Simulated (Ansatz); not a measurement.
BaTe: strain and displacement

```xyz
2
Lattice="0.0000 3.4100 3.4100 3.4100 0.0000 3.4100 3.4100 3.4100 0.0000" Properties=species:S:1:pos:R:3 pbc="T T T"
Ba    0.0000    0.0000    0.0000
Te    3.4100    3.4100    3.4100
```

Atom numbers follow the list: Ba1, Te2.

The cell is COD entry 1010423, as deposited and not checked against the literature; nothing was relaxed. It is an old determination, and later ones may differ.

Spin–orbit coupling is left out, though it moves levels of the heavy atoms by tenths of an eV or more.

These are results of DFT, PBEsol, all-electron PAW with datasets made for the crystal, scalar-relativistic in Ansatz 0.2.0, not measurements.

Sampling and basis: a Γ-centred 10×10×10 k mesh, Fermi–Dirac smearing of 0.05 eV, cutoff 240 eV (chosen by the program for this cell), no spin polarisation.

The unchanged cell is at 1.91 GPa.

x, y and z are the Cartesian axes of the cell as listed; fractional coordinates follow a strain, and an engineering shear is twice the off-diagonal strain component.

Vzz stands for the principal value of largest size of the field-gradient tensor, whatever its axis.

No spin–orbit coupling: at heavy atoms the gradients can be off by tens of per cent for that reason.

(1) One change gave: energy change under 1 meV/atom; stress change (xx, yy, zz, yz, xz, xy) 0.00, 0.00, 0.00, -0.10, -0.10, -0.10 GPa, compression positive; Vzz in 10²¹ V/m²: Ba1 0 → -0.39 (η = 0.00), Te2 0 → 0.47 (η = 0.00); gap on the k mesh 1.34 → 1.32 eV. Which change was it?
A. equal xy, yz and zx engineering shear strains of +2 %
B. equal xy, yz and zx engineering shear strains of -2 %
C. equal xy, yz and zx engineering shear strains of +1 %
D. equal xy, yz and zx engineering shear strains of -1 %

Answers

(1) C. For equal xy, yz and zx engineering shear strains of -2 %: energy change +2 meV/atom; stress change (xx, yy, zz, yz, xz, xy) -0.01, -0.01, -0.01, 0.19, 0.19, 0.19 GPa, compression positive; Vzz in 10²¹ V/m²: Ba1 0 → 0.77 (η = 0.00), Te2 0 → -0.85 (η = 0.00); gap on the k mesh 1.34 → 1.27 eV. For equal xy, yz and zx engineering shear strains of -1 %: energy change under 1 meV/atom; stress change (xx, yy, zz, yz, xz, xy) 0.00, 0.00, 0.00, 0.10, 0.10, 0.10 GPa, compression positive; Vzz in 10²¹ V/m²: Ba1 0 → 0.38 (η = 0.00), Te2 0 → -0.44 (η = 0.00); gap on the k mesh 1.34 → 1.31 eV. For equal xy, yz and zx engineering shear strains of +2 %: energy change +2 meV/atom; stress change (xx, yy, zz, yz, xz, xy) -0.01, -0.01, -0.01, -0.22, -0.22, -0.22 GPa, compression positive; Vzz in 10²¹ V/m²: Ba1 0 → -0.77 (η = 0.00), Te2 0 → 0.96 (η = 0.00); gap on the k mesh 1.34 → 1.30 eV.
